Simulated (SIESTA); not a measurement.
Wanted: the native input for a SIESTA 5.4.2 run.

```
Task                   : relaxation of cell and atoms
Functional             : PBE
Potentials or basis    : PseudoDojo 0.4 standard (PBE files)
Basis                  : DZP (energy shift 0.003 Ry; two zetas on semicore shells)
Grid cutoff            : 1200 Ry
Energy shift           : 0.003 Ry
k mesh                 : 8 × 8 × 4
Occupations            : fermi-dirac, width 0.05 eV
Spin                   : no spin polarisation
optimiser              : Broyden
force tolerance        : 0.01 eV/Å
stress tolerance (GPa) : 0.05
```

Ru:

```
CELL_PARAMETERS angstrom
2.70580 0.00000 0.00000
-1.35290 2.34329 0.00000
0.00000 0.00000 4.28190
ATOMIC_POSITIONS crystal
Ru 0.66667 0.33333 0.75000
Ru 0.33333 0.66667 0.25000
```

These files were run (other wordings do the same):

Ru.fdf

```
SystemName                      Ruthenium
SystemLabel                     Ru
NumberOfSpecies                 1
NumberOfAtoms                   2
%block ChemicalSpeciesLabel
  1  44 Ru
%endblock ChemicalSpeciesLabel

LatticeConstant                 1.0 Ang
%block LatticeVectors
     2.7058000000     0.0000000000     0.0000000000
    -1.3529000000     2.3432915376     0.0000000000
     0.0000000000     0.0000000000     4.2819000000
%endblock LatticeVectors
AtomicCoordinatesFormat         Fractional
%block AtomicCoordinatesAndAtomicSpecies
     0.6666666667     0.3333333333     0.7500000000  1  Ru
     0.3333333333     0.6666666667     0.2500000000  1  Ru
%endblock AtomicCoordinatesAndAtomicSpecies

%block kgrid.MonkhorstPack
    8   0   0  0.0
    0   8   0  0.0
    0   0   4  0.0
%endblock kgrid.MonkhorstPack
XC.Functional                   GGA
XC.Authors                      PBE
PAO.BasisSize                   DZP
PAO.EnergyShift                 0.003 Ry
Mesh.Cutoff                     1200 Ry
OccupationFunction              FD
ElectronicTemperature           0.05 eV
MaxSCFIterations                120
SCF.MustConverge                false
SCF.Mixer.Method                Pulay
SCF.Mixer.Weight                0.25
SCF.Mixer.History               8
SCF.DM.Tolerance                5.0e-05
SCF.H.Tolerance                 1.0e-03 eV
WriteForces                     true
Charge.Mulliken                 end
MD.TypeOfRun                    Broyden
MD.Steps                        40
MD.MaxForceTol                  0.01 eV/Ang
MD.MaxDispl                     0.1 Ang
WriteCoorStep                   true
AtomCoorFormatOut               Fractional
MD.VariableCell                 true
MD.MaxStressTol                 0.05 GPa
%block PAO.Basis
  Ru 5
  n=4 0 2
    2.997 0.000
  n=5 0 2
    8.634 0.000
  n=4 1 2
    3.435 0.000
  n=5 1 1
    8.634
  n=4 2 2
    5.937 0.000
%endblock PAO.Basis
```

Potentials or basis: PseudoDojo 0.4 standard (PBE files), DZP (energy shift 0.003 Ry; two zetas on semicore shells).

The run is started by

```bash
$ siesta Ru.fdf > Ru.out 2>&1
```

Results of the run:

```
Relaxed volume                         : 13.90 Å³/atom
Relaxed cell                           : a = 2.728 Å, b = 2.728 Å, c = 4.315 Å, α = 90.00°, β = 90.00°, γ = 120.00°
Space group after relaxing (to 0.05 Å) : P6_3/mmc (No. 194)
Energy gained by relaxing              : 7.7 meV/atom
Ionic steps                            : 7
Pressure after relaxing                : 0.0 GPa
Band gap on the k mesh                 : none (metal or under the smearing width)
```

Caveat: the k mesh is coarse (spacing up to 0.37 Å⁻¹), so the values aren't converged; the basis of atomic orbitals isn't converged, which shifts pressures, moduli and gaps.

It took 5.9 min on 1 thread of Intel(R) Xeon(R) 6975P-C (Granite Rapids), on a shared host, peak memory 0.53 GiB.
